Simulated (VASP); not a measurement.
Level of theory: PBEsol GGA, VASP's PBE PAW potentials (set 64) (plane waves; VASP).

A VASP calculation is set up with these files.

**POSCAR**
```
AlSb
1
    0.0000000000     3.0842084677     3.0842084677
    3.0842084677     0.0000000000     3.0842084677
    3.0842084677     3.0842084677     0.0000000000
Al Sb
1 1
Direct
  0.0000000000   0.0000000000   0.0000000000
  0.2621587112   0.2621587112   0.2378412888
```

**INCAR**
```
SYSTEM = AlSb
PREC = Accurate
ENCUT = 480
EDIFF = 1E-7
NELM = 100
ALGO = Normal
LREAL = .FALSE.
LASPH = .TRUE.
ISMEAR = 0
SIGMA = 0.05
GGA = PS
LMAXMIX = 4
LWAVE = .FALSE.
LCHARG = .FALSE.
ISIF = 2
```

**KPOINTS**
```
Automatic mesh
0
Gamma
8 8 8
0 0 0
```

POTCAR, in this order: Al Sb (PBE.64 set). Program: vasp_std.

Output

File OUTCAR:
```
 ion  position               nearest neighbor table
   1  0.000  0.000  0.000-   2 2.63   2 2.63   2 2.71   2 2.71
   2  0.262  0.262  0.238-   1 2.63   1 2.63   1 2.71   1 2.71
  LATTYP: Found a face centered cubic cell.
 ALAT       =     6.1684169354
 Subroutine PRICEL returns:
 Original cell was already a primitive cell.
 Subroutine GETGRP returns: Found  4 space group operations
The static configuration has the point symmetry C_2v.
The dynamic configuration has the point symmetry C_2v.
 Subroutine INISYM returns: Found  4 space group operations
 Subroutine IBZKPT returns following result:
 Found     95 irreducible k-points:

 Following reciprocal coordinates:
            Coordinates               Weight
  0.000000  0.000000  0.000000      1.000000
  0.125000  0.000000  0.000000      4.000000
  0.000000  0.000000  0.125000      4.000000
  0.250000  0.000000  0.000000      4.000000
  0.000000  0.000000  0.250000      4.000000
  0.375000  0.000000  0.000000      4.000000
  0.000000  0.000000  0.375000      4.000000
  0.500000  0.000000  0.000000      2.000000
  0.000000  0.000000  0.500000      2.000000
  0.125000  0.125000  0.000000      2.000000
  0.000000  0.125000  0.125000      4.000000
  0.250000  0.125000  0.000000      4.000000
  0.000000  0.250000  0.125000      8.000000
  0.125000  0.000000  0.250000      8.000000
  0.125000  0.125000 -0.125000      4.000000
  0.375000  0.125000  0.000000      4.000000
  0.000000  0.375000  0.125000      8.000000
  0.125000  0.000000  0.375000      8.000000
  0.125000  0.125000 -0.250000      4.000000
  0.500000  0.125000  0.000000      4.000000
  0.000000  0.500000  0.125000      8.000000
  0.125000  0.000000  0.500000      8.000000
  0.125000  0.125000 -0.375000      4.000000
 -0.375000  0.125000  0.000000      4.000000
...
```

**OSZICAR**
```
       N       E                     dE             d eps       ncg     rms          rms(c)
DAV:   1     0.151719908513E+02    0.15172E+02   -0.26051E+03  1520   0.670E+02
DAV:   2    -0.843584245413E+01   -0.23608E+02   -0.22964E+02  1952   0.853E+01
DAV:   3    -0.896591893683E+01   -0.53008E+00   -0.53008E+00  1920   0.165E+01
DAV:   4    -0.896968383286E+01   -0.37649E-02   -0.37649E-02  2352   0.171E+00
DAV:   5    -0.896969544590E+01   -0.11613E-04   -0.11613E-04  1936   0.798E-02    0.332E+00
DAV:   6    -0.887822748593E+01    0.91468E-01   -0.11000E-01  1688   0.152E+00    0.203E+00
DAV:   7    -0.884519407052E+01    0.33033E-01   -0.10182E-01  1880   0.159E+00    0.447E-01
DAV:   8    -0.884499767798E+01    0.19639E-03   -0.64963E-03  1560   0.475E-01    0.101E-01
DAV:   9    -0.884511872956E+01   -0.12105E-03   -0.35182E-04  2064   0.132E-01    0.204E-02
DAV:  10    -0.884513144347E+01   -0.12714E-04   -0.11405E-05  2248   0.217E-02    0.125E-02
DAV:  11    -0.884514226837E+01   -0.10825E-04   -0.13847E-05  1752   0.259E-02    0.390E-03
DAV:  12    -0.884514231748E+01   -0.49113E-07   -0.38522E-07  2144   0.372E-03
   1 F= -.88451423E+01 E0= -.88451423E+01  d E =-.474210E-14
```

OUTCAR:
```
------------------------ aborting loop because EDIFF is reached ----------------------------------------
  FORCE on cell =-STRESS in cart. coord.  units (eV):
  Direction    XX          YY          ZZ          XY          YZ          ZX
  --------------------------------------------------------------------------------------
  Total        0.0583055      0.0583055      0.0008338     -0.5711246      0.0000000      0.0000000
  in kB        1.5920574      1.5920574      0.0227669    -15.5948157      0.0000000      0.0000000
  external PRESSURE =       1.0689605 kB  Pullay stress =       0.0000000 kB
  volume of cell :       58.68
      direct lattice vectors                 reciprocal lattice vectors
     0.000000000  3.084208468  3.084208468    -0.162116149  0.162116149  0.162116149
     3.084208468  0.000000000  3.084208468     0.162116149 -0.162116149  0.162116149
     3.084208468  3.084208468  0.000000000     0.162116149  0.162116149 -0.162116149
 POSITION                                       TOTAL-FORCE (eV/Angst)
 -----------------------------------------------------------------------------------
      0.00000      0.00000      0.00000         0.000000      0.000000      0.591534
      1.54210      1.54210      1.61710         0.000000      0.000000     -0.591534
 -----------------------------------------------------------------------------------
    total drift:                               -0.000000     -0.000000      0.000007
  FREE ENERGIE OF THE ION-ELECTRON SYSTEM (eV)
  ---------------------------------------------------
  free  energy   TOTEN  =        -8.8451423175 eV

  energy  without entropy=       -8.8451423175  energy(sigma->0) =       -8.84514232
```
(Selected blocks of OUTCAR.)

The compound is AlSb in the zinc blende structure. This cell was strained or had an atom moved on purpose.
